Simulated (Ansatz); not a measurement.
What does this script print? It uses Ansatz 0.2.0 through its Python package.

The script, `run_scf.py`:
```python
# -*- coding: utf-8 -*-
'''Self-consistent field of SnO at the given structure, distorted.'''

from collections import Counter
from pathlib import Path
import warnings

import ansatz
from ase.io.cube import read_cube_data
from ase.units import Bohr
import numpy as np
from pymatgen.core import Lattice, Structure
from pymatgen.core import Structure
from pymatgen.io.ase import AseAtomsAdaptor
from scipy.ndimage import map_coordinates


def main():
    warnings.simplefilter('ignore', ansatz.DeckWarning)

    pmg_structure = Structure(
        Lattice([(3.7986, 0.0, 0.0), (0.0, 3.7986, 0.0), (0.0, 0.0, 4.8408)]),
        ['Sn', 'Sn', 'O', 'O'],
        [
            (0.47123, 0.01944, 0.24105),
            (0.99105, 0.50518, 0.78124),
            (0.02675, 0.00373, 0.9913),
            (0.50888, 0.52128, 0.01494),
        ],
    )
    xtal = ansatz.Crystal.from_ase(AseAtomsAdaptor.get_atoms(pmg_structure))

    # the calculation
    setup = (
        xtal.calculation()
        .functional('pbe')
        .kpoints(3, 3, 2)
        .occupations(ansatz.OccupationsMethod.FIXED)
        .density()
        .output_files(volumetric_format='cube')
        .bader_charges()
    )
    history = []
    out = setup.session().plan().execute(on_event=lambda event: history.append(event['data']['dr2_ev']) if event['event'] == 'scf_iter' else None)
    report = out.report
    print('density residual by iteration (eV):', ' '.join(f'{value:.1e}' for value in history[:40]))

    n_atoms = len(report['lattice']['sites'])
    print('F =', round(report['free_energy_ev'], 4), 'eV for', n_atoms, 'atoms')
    print('E(sigma -> 0) =', round(report['energy_sigma0_ev'], 4), 'eV, TS =', round(report['entropy_ts_ev'], 5), 'eV')
    print('closed by', report['closed_by'], 'after', report['n_iterations'], 'iterations')

    # cube files hold the density in electrons per cubic bohr
    folder = Path(out.write_results('cubes'))
    print('\n'.join((folder / 'rho.cube').read_text().splitlines()[: 6 + 4]))
    values, cube_atoms = read_cube_data(str(folder / 'rho.cube'))
    print('electrons from the file:', round(values.mean() * cube_atoms.get_volume() / Bohr ** 3, 3))

    final = Structure(out.lattice.cell_ang, [s.symbol for s in out.lattice.sites], [s.position_frac for s in out.lattice.sites])
    # the grid holds the pseudo-density, which differs from the true one inside the cores
    rho = out.density()
    total = sum(channel.density_e_per_ang3 for channel in rho.channels[:2])
    grid_cell = np.asarray(rho.fft_grid_basis) @ out.lattice.cell_ang
    partner = min(final.get_neighbors(final[0], 5.0), key=lambda n: n.nn_distance)
    line = np.linspace(final[0].coords, partner.coords, 11)
    points = (line @ np.linalg.inv(grid_cell)) * rho.dims
    values = map_coordinates(total, points.T, order=3, mode='grid-wrap')
    print(f'from {final[0].specie} to {partner.specie}, {partner.nn_distance:.3f} A')
    for t, value in zip(np.linspace(0, partner.nn_distance, 11), values):
        print(f'{t:7.3f} A  {value:9.4f} e/A^3')

    charges = out.bader_charges()
    for atom in charges.atoms:
        print(f'Bader charge {atom.symbol:2s} {atom.partial_charge_e:+.3f} e')

    print(len(report['kpoints_frac']), 'irreducible k-points (fractions, weight)')
    for k, weight in list(zip(report['kpoints_frac'], report['kweights']))[:8]:
        print('  {:8.4f} {:8.4f} {:8.4f}'.format(*k), f'{weight:10.6f}')

    told = Counter((n['data']['severity'], n['data']['kind']) for n in out.notices if n['event'] == 'notice')
    for (severity, kind), count in sorted(told.items()):
        print(f'{severity:8s} {kind} x{count}')


if __name__ == '__main__':
    main()
```

```console
$ python run_scf.py
density residual by iteration (eV): 1.4e-03 5.2e-04 2.4e-04 9.5e-06 1.0e-06 8.8e-08
F = -13183.1521 eV for 4 atoms
E(sigma -> 0) = -13183.1521 eV, TS = 0.0 eV
closed by deck_thresholds after 6 iterations
ansatz rho
values in e/bohr^3 (x slowest, z fastest)
    4    0.000000    0.000000    0.000000
   27    0.265863    0.000000    0.000000
   27    0.000000    0.265863    0.000000
   36    0.000000    0.000000    0.254105
   50   50.000000    3.382637    0.139546    2.205074
   50   50.000000    7.114068    3.626340    7.146617
    8    8.000000    0.192020    0.026775    9.068200
    8    8.000000    3.652900    3.741911    0.136668
electrons from the file: 40.0
from Sn to O, 2.077 A
  0.000 A    16.6083 e/A^3
  0.208 A    13.5251 e/A^3
  0.415 A     7.4391 e/A^3
  0.623 A     2.9820 e/A^3
  0.831 A     1.0755 e/A^3
  1.039 A     0.6394 e/A^3
  1.246 A     0.8772 e/A^3
  1.454 A     1.8750 e/A^3
  1.662 A     4.2905 e/A^3
  1.870 A     6.7975 e/A^3
  2.077 A     7.7068 e/A^3
Bader charge Sn +1.268 e
Bader charge Sn +1.295 e
Bader charge O  -1.282 e
Bader charge O  -1.280 e
10 irreducible k-points (fractions, weight)
    0.0000   0.0000   0.0000   0.055556
    0.0000   0.0000  -0.5000   0.055556
    0.0000   0.3333   0.0000   0.111111
    0.0000   0.3333  -0.5000   0.111111
    0.3333   0.0000   0.0000   0.111111
    0.3333   0.0000  -0.5000   0.111111
    0.3333   0.3333   0.0000   0.111111
    0.3333   0.3333  -0.5000   0.111111
audit    band_cg_iterations x1
audit    preconditioner_resolved x1
```

Caveats:
- Absolute energies stand on the zero of these potentials, so only differences at equal settings mean something. A total without «per atom» is that of the cell as typed.
- The k-point mesh is coarse, and energy and stress weren't tested for convergence.
- Grid values close to the nuclei reflect the PAW or pseudopotential construction, not the all-electron fields.
- The cell is a database structure, distorted on purpose.
- Finished in 32 s on 1 thread of Arm Neoverse V2, with other jobs on the host, peak memory 0.41 GiB.
